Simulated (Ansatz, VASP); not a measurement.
# Al: VASP beside Ansatz

```xyz
4
Lattice="2.8543 0.0000 0.0000 -1.4272 2.4719 0.0000 0.0000 0.0000 9.3832" Properties=species:S:1:pos:R:3 pbc="T T T"
Al    0.0000    0.0000    0.0000
Al    0.0000    1.6479    2.3458
Al    0.0000    0.0000    4.6916
Al    1.4272    0.8240    7.0374
```

Alike in both runs: functional PBE; k mesh 18 × 18 × 6; occupations gaussian, width 0.1 eV; no spin polarisation.

Ansatz relaxed the structure, and its values are those at the end. VASP's run is a single point on that final structure, the one shown.

|  | VASP | Ansatz |
| --- | --- | --- |
| version | VASP 6.6.1 | Ansatz 0.2.0 |
| potentials or method | VASP PAW PBE potentials, release 64 (Al) | scalar-relativistic, plane waves, PAW |
| plane-wave cutoff (eV) | 520 | 420 |
| valence electrons in the cell | 12 | 12 |

|  | VASP | Ansatz | Ansatz less VASP |
| --- | --- | --- | --- |
| gap on the k mesh at the Fermi level (eV) | none | none | - |
| pressure (GPa) | 0.0 | 0.0 | +0.04 |

A gap of «none» marks a metal or a gap that the smearing closes.
